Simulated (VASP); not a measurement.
TaN, 4 atoms in the cell. Symmetry: P6_3/mmc, No. 194, hexagonal system. The conventional cell has a = 2.922 Å, b = 2.922 Å, c = 5.917 Å, α = 90.00°, β = 90.00°, γ = 120.00°. Ta (site symmetry -3m) has 6 N at 2.24 Å as nearest neighbours. N (site symmetry -6m2) has 6 Ta at 2.24 Å as nearest neighbours. The cell comes from a database or a generator and needn't be the stable form of this composition.

```yaml
Program: VASP 6.6.1
Task: band structure
Functional: PBE
Potentials_or_basis: VASP PAW PBE potentials, release 54 (Ta, N)
Cutoff: 500 eV
k_mesh: 10 × 10 × 5
Occupations: fermi-dirac, width 0.05 eV
Spin: no spin polarisation
Further_INCAR_settings: ALGO = Fast; EDIFF = 1e-07
```

Potentials or basis: VASP PAW PBE potentials, release 54 (Ta, N).

Launch:

```sh
$ cat potpaw_PBE.54/Ta/POTCAR potpaw_PBE.54/N/POTCAR > POTCAR
$ cp INCAR.step1 INCAR
$ cp KPOINTS.step1 KPOINTS
$ mpirun -np 1 vasp_std > vasp.out
$ cp INCAR.step2 INCAR
$ cp KPOINTS.step2 KPOINTS
$ mpirun -np 1 vasp_std > vasp.out
```

Hardware: 1 thread of Intel(R) Xeon(R) 6975P-C (Granite Rapids), with other jobs on the host.

How long does it take, and how much memory?

It took 56 s on 1 thread of Intel(R) Xeon(R) 6975P-C (Granite Rapids) (shared host), peak memory 0.24 GiB. Counts: scf iterations 10, k points 180.
